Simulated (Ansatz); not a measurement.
XPS core lines in PbO2

Cell: a structure deposited in the COD, its atoms then relaxed with PBE in this cell, repeated to a supercell; a hole's nearest image is 7.4 Å away.

Space group Pbcn (No. 60); a = 4.9470, b = 5.9510, c = 5.4970 Å.

```
site  Wyckoff  site symmetry       x       y       z
 Pb1       4c            .2.  0.0000  0.1809  0.7500
  O9       8d              1  0.2608  0.4109  0.9325
```

One atom of each set is listed; the run and its k-mesh use a cell of 24 atoms with edges of 8.10, 7.40, 7.74 Å.

Level of theory: DFT, PBE, plane waves and PAW, scalar-relativistic, 420 eV cutoff, Γ-centred 4×4×4 k-points, Fermi–Dirac smearing 0.05 eV (Ansatz 0.2.0).

Each value is a total-energy difference between the cell with one core hole and the ground state (ΔSCF), counted from the Fermi energy. The valence electrons get no spin in the cell with the hole, so they can't polarise against the unpaired core electron; that puts absolute values high, by some tenths of an eV and in some cases by about 1 eV.

Question: Give the Pb 4f, O 1s lines of each distinct site.

Answer: 

```tsv
line	atom	first shell	E_B (eV)	j = l + ½ / j = l − ½ (eV)
Pb 4f	1	6 O at 2.13–2.23 Å	136.6	134.6 / 139.4
O 1s	9	3 Pb at 2.13–2.23 Å; also 1 Pb at 3.26 Å	527.5	–
```

For p, d and f shells E_B is the weighted mean of the two lines, whose splitting comes from the free atom's Dirac orbitals.

Absolute PBE values can be off by an eV or more, and the 3d and 4f lines of heavy atoms by several eV. Multiplets, satellites and widths aren't calculated.

The cell isn't at the calculated equilibrium (pressure 8 GPa in the ground-state run).

The run took 9.6 min of wall time (9.6 min of CPU time) and 1.3 GiB at its peak, on 1 thread of Arm Neoverse V1 (aarch64; 8 cores open to the job, memory cap 3.0 GiB, no GPU), a shared host with a load of 0.6 a core.
